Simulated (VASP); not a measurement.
Set up this calculation in VASP 6.6.1, as the native input.

| Item | Value |
| --- | --- |
| Task | relaxation of cell and atoms |
| Functional | PW91 |
| Potentials or basis | VASP PAW PBE potentials, release 64 (Sn_d, Se) |
| Cutoff | 600 eV |
| k mesh | 8 × 8 × 5 |
| Occupations | fermi-dirac, width 0.05 eV |
| Spin | no spin polarisation |
| Further INCAR settings | ALGO = Normal; EDIFF = 1e-07; IBRION = 2; EDIFFG = -0.02; NSW = 60; ISIF = 3 |

The structure of SnSe2 lies in POSCAR:

```
SnSe2
1.0
    3.8110000000      0.0000000000      0.0000000000
   -1.9055000000      3.3004228138      0.0000000000
    0.0000000000      0.0000000000      6.1360000000
Sn Se
1 2
Direct
    0.0000000000      0.0000000000      0.0000000000
    0.6666666667      0.3333333333      0.7510000000
    0.3333333333      0.6666666667      0.2490000000
```

These files were run (other wordings do the same):

INCAR

```
SYSTEM = SnSe2
ALGO = Normal
EDIFF = 1E-7
EDIFFG = -0.02
ENCUT = 600
GGA = 91
IBRION = 2
ISIF = 3
ISMEAR = -1
LASPH = .TRUE.
LCHARG = .FALSE.
LREAL = .FALSE.
LWAVE = .FALSE.
NELM = 60
NSW = 60
PREC = Accurate
SIGMA = 0.05
```

KPOINTS

```
k-points
0
G
  8 8 5
  0 0 0
```

Potentials or basis: VASP PAW PBE potentials, release 64 (Sn_d, Se).

Run with:

```sh
$ cat potpaw_PBE.64/Sn_d/POTCAR potpaw_PBE.64/Se/POTCAR > POTCAR
$ mpirun -np 1 vasp_std > vasp.out
```

Results of the run:

```json
{
  "Relaxed volume": "29.44 Å³/atom",
  "Relaxed cell": "a = 3.875 Å, b = 3.875 Å, c = 6.792 Å, α = 90.00°, β = 90.00°, γ = 120.00°",
  "Space group after relaxing (to 0.05 Å)": "P-3m1 (No. 164)",
  "Energy gained by relaxing": "41.2 meV/atom",
  "Ionic steps": "17",
  "Pressure after relaxing": "0.1 GPa",
  "Largest force after relaxing": "0.005 eV/Å",
  "Band gap on the k mesh": "0.66 eV, indirect (least direct gap 1.08 eV)"
}
```

Caveat: the PAW data sets were made with another functional, which shifts forces and pressure a little; spin-orbit coupling is left out, which moves the levels of the heavy elements; an odd mesh through Γ misses points on the zone boundary, where band edges often lie; this functional lacks dispersion, which binds the layers, so the pressure and a relaxed spacing across them are unreliable; the volume moved by +14 % from the deposited cell, more than functionals usually miss.

Run time: 7.2 min on 1 thread of Intel(R) Xeon(R) Platinum 8488C (Sapphire Rapids), on a shared host, peak memory 0.25 GiB.
